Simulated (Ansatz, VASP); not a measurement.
**KBr in VASP and in Ansatz**

```
K Br
1.0
     0.00000    3.12787    3.12787
     3.12787    0.00000    3.12787
     3.12787    3.12787    0.00000
K Br
1 1
Direct
  0.00000 0.00000 0.00000
  0.50000 0.50000 0.50000
```

Change from the starting cell: strain -0.050 along x and y, -0.050 along z, atoms carried along.

Alike in both runs: task single point; functional r2SCAN; k mesh 6 × 6 × 6; occupations gaussian, width 0.05 eV; no spin polarisation.

```csv
,VASP,Ansatz
version,VASP 6.6.1,Ansatz 0.2.0
potentials or method,"VASP PAW PBE potentials, release 64 (K_sv, Br)","scalar-relativistic, plane waves, PAW"
plane-wave cutoff (eV),520,500
valence electrons in the cell,16,16
```

VASP gave:

| Quantity | Value |
| --- | --- |
| gap on the k mesh at the Fermi level (eV) | 5.59 |
| least direct gap on the mesh (eV) | 5.59 |
| pressure (GPa) | 4.0 |

Q: Which values does Ansatz return?

A: gap on the k mesh at the Fermi level (eV): 5.59; least direct gap on the mesh (eV): 5.59; pressure (GPa): 3.9.

The functional is the same, so the differences come from potentials, cutoffs and numerics.

Caveats: the PAW data sets were made with another functional, which shifts forces and pressure a little (VASP).
